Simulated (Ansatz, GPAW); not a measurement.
This is a calculation of HfN for Ansatz 0.2.0. 

input.yaml

```yaml
crystal:
  lattice:
    - [0.0, 2.256, 2.256]
    - [2.256, 0.0, 2.256]
    - [2.256, 2.256, 0.0]
  atoms:
    - { symbol: Hf, position: [0.0, 0.0, 0.0] }
    - { symbol: "N", position: [0.5, 0.5, 0.5] }
kpoints:
  mp_grid: { grid: [10, 10, 10] }
scf:
  occupations: { method: gaussian, width: 0.022 }
hamiltonian:
  xc: pbe
  pseudopotentials: { kind: all_electron, lapw: { basis_error: 0.001 } }
output:
  forces: true
  stress: true
  eigenvalues: true
```

Potentials or basis: all-electron LAPW, scalar-relativistic.

Launch:

```bash
$ ansatz run input.yaml --threads 1 --pin off --max-ram 3072MiB --backend cpu --events-out ev --progress --plain --runs-dir out
```

Task: Translate it to GPAW 26.7.0 (ASE script). Potentials or basis there: GPAW PAW data sets (gpaw-data 1.2.1), cutoff 800 eV.

Result: As run (cutoffs and basis follow the program's own potentials, and thresholds, step limits or extra output files can differ):

run.py

```python
from ase.dft.bandgap import bandgap
from ase.io import read, write
from ase.units import GPa
from gpaw import GPAW, PW

atoms = read('POSCAR')

calc = GPAW(mode=PW(800),
            xc='PBE',
            kpts={'size': (10, 10, 10), 'gamma': True},
            occupations={'name': 'methfessel-paxton', 'order': 0, 'width': 0.022},
            nbands=19,
            convergence={'density': 1e-05, 'energy': 1e-05},
            maxiter=150,
            txt='gpaw.txt')
atoms.calc = calc
energy = atoms.get_potential_energy()
forces = atoms.get_forces()
stress = atoms.get_stress()
calc.write('gs.gpw')
write('result.traj', atoms)
print(f'Energy: {energy:.6f} eV')
print('Forces (eV/A):')
print(forces.round(4))
print('Stress (GPa):', (stress / GPa).round(3))
print('Fermi level:', round(calc.get_fermi_level(), 4), 'eV')
print(f'Gap: {bandgap(calc)[0]:.4f} eV, direct: {bandgap(calc, direct=True)[0]:.4f} eV')
```

File POSCAR:

```
HfN
1.0
    0.0000000000      2.2560000000      2.2560000000
    2.2560000000      0.0000000000      2.2560000000
    2.2560000000      2.2560000000      0.0000000000
Hf N
1 1
Direct
    0.0000000000      0.0000000000      0.0000000000
    0.5000000000      0.5000000000      0.5000000000
```

Potentials or basis: GPAW PAW data sets (gpaw-data 1.2.1), pw.

Run with:

```console
$ OMP_NUM_THREADS=1 python run.py
```

Both were run:

|  | Ansatz | GPAW |
| --- | --- | --- |
| Pressure | 6.7 GPa | 6.7 GPa |

Where Ansatz's input types no cutoff or centring, it takes its own default and a Γ-centred mesh.

Pressure is positive in compression.
